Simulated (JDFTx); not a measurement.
Crystal: Si.

```
CELL_PARAMETERS angstrom
0.00000 2.72185 2.72185
2.72185 0.00000 2.72185
2.72185 2.72185 0.00000
ATOMIC_POSITIONS crystal
Si 0.50000 0.50000 0.50000
Si 0.75000 0.75000 0.75000
```

Base run:

- Program: JDFTx 1.7.0 (patched build)
- Functional: PBE
- Potentials or basis: PseudoDojo-SR-PBE-0.5-standard
- Cutoff: 490 eV
- Density cutoff: 1959 eV
- k mesh: 8 × 8 × 8
- Occupations: fermi-dirac, width 0.05 eV
- Spin: no spin polarisation

Its results: band gap on the k mesh 0.62 eV, indirect (least direct gap 2.55 eV); pressure 1.3 GPa.

**Question.** After a change of settings the same cell gave: band gap on the k mesh 0.54 eV, indirect (least direct gap 2.53 eV); pressure -2.5 GPa. Which change was it?
A. density cutoff from 1959 eV to 3918 eV
B. density cutoff from 1959 eV to 3918 eV; k mesh from 8 × 8 × 8 to 5 × 5 × 5
C. functional from PBE to LDA; potentials or basis from PseudoDojo-SR-PBE-0.5-standard to PseudoDojo-SR-LDA-0.4.1-standard; cutoff from 490 eV to 435 eV; density cutoff from 1959 eV to 3483 eV
D. functional from PBE to PBEsol; potentials or basis from PseudoDojo-SR-PBE-0.5-standard to PseudoDojo-SR-PBEsol-0.4.1-standard with smoothed tails; density cutoff from 1959 eV to 3918 eV

**Answer.** C.

Caveats: the empty levels aren't tightly converged.

Not every run made on this cell is shown here.
